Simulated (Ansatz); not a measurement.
# FeO under changes of volume

One of the cells (10.695 Å³/atom); the others are scaled copies at fixed shape and fractional positions:

```xyz
2
Lattice="-1.6021 1.6021 2.0834 1.6021 -1.6021 2.0834 1.6021 1.6021 -2.0834" Properties=species:S:1:pos:R:3 pbc="T T T"
Fe    0.0000    0.0000    0.0000
O     0.0000    0.0000    2.0834
```

The cell comes from a database or a generator and needn't be the stable form of this composition.

```yaml
Program: Ansatz 0.2.0
Functional: PBE
Potentials_or_basis: all-electron LAPW, scalar-relativistic
Cutoff: 406 eV (chosen from the basis error)
Basis_error_allowed: 0.0005 eV/atom
k_mesh: 12 × 12 × 12
Occupations: fermi-dirac, width 0.05 eV
Spin: collinear spin, ferromagnetic start
Starting_moments: "[3.0, 0.0] μB"
```

| volume (Å³/atom) | energy over the lowest point (meV/atom) | pressure (GPa) |
| --- | --- | --- |
| 10.053 | 0.00 | 1.3 |
| 10.267 | 0.88 | -2.4 |
| 10.481 | 6.49 | -5.8 |
| 10.695 | 16.35 | -8.8 |
| 10.909 | 29.99 | -11.4 |
| 11.123 | 46.99 | -13.8 |
| 11.337 | ? | ? |

Q: What does the run at 11.337 Å³/atom give?

A: Energy over the lowest point 66.95 meV/atom; pressure -15.8 GPa.

Worked out: A Birch-Murnaghan fit of order 3 (a polynomial in V^(-2/3)) to the other rows has its minimum at 10.12 Å³/atom with B0 = V·E''(V) = 181 GPa and B' = 4.4 at fixed shape and positions, which overstates the stiffness. It gives 67.00 meV/atom at 11.337 Å³/atom, against the run's 66.95, and -dE/dV = -16.0 GPa, against -15.8.

Energies are extrapolated to zero smearing.

Caveats: a cell with one magnetic atom can't hold antiferromagnetic order, which such compounds often take.
